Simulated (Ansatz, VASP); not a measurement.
**Two plane-wave programs on Ta**

```
Ta
1.0
    -1.61757    1.61757    1.61757
     1.61757   -1.61757    1.61757
     1.61757    1.61757   -1.61757
Ta
1
Direct
  0.00000 0.00000 0.00000
```

Alike in both runs: task single point; functional r2SCAN; dispersion rVV10; k mesh 11 × 11 × 11; no spin polarisation.

|  | VASP | Ansatz |
| --- | --- | --- |
| version | VASP 6.6.1 | Ansatz 0.2.0 |
| potentials or method | VASP PAW PBE potentials, release 64 (Ta_pv) | Ansatz PAW |
| plane-wave cutoff (eV) | 520 | 500 |
| occupations | methfessel-paxton of order 1, width 0.05 eV | cold, width 0.05 eV |
| valence electrons in the cell | 11 | 13 |

|  | VASP | Ansatz | Ansatz less VASP |
| --- | --- | --- | --- |
| gap on the k mesh at the Fermi level (eV) | none | none | - |
| pressure (GPa) | 13.2 | 11.6 | -1.65 |

A gap of «none» marks a metal or a gap that the smearing closes. The two sets of potentials don't hold the same shells in valence.

Caveats: the PAW data sets were made with another functional, which shifts forces and pressure a little (VASP); the PAW data sets come from PBE, with cores solved anew for the run's functional, which leaves a small shift of forces and pressure (Ansatz). The runs have no spin-orbit coupling, so splittings on Ta are missing.
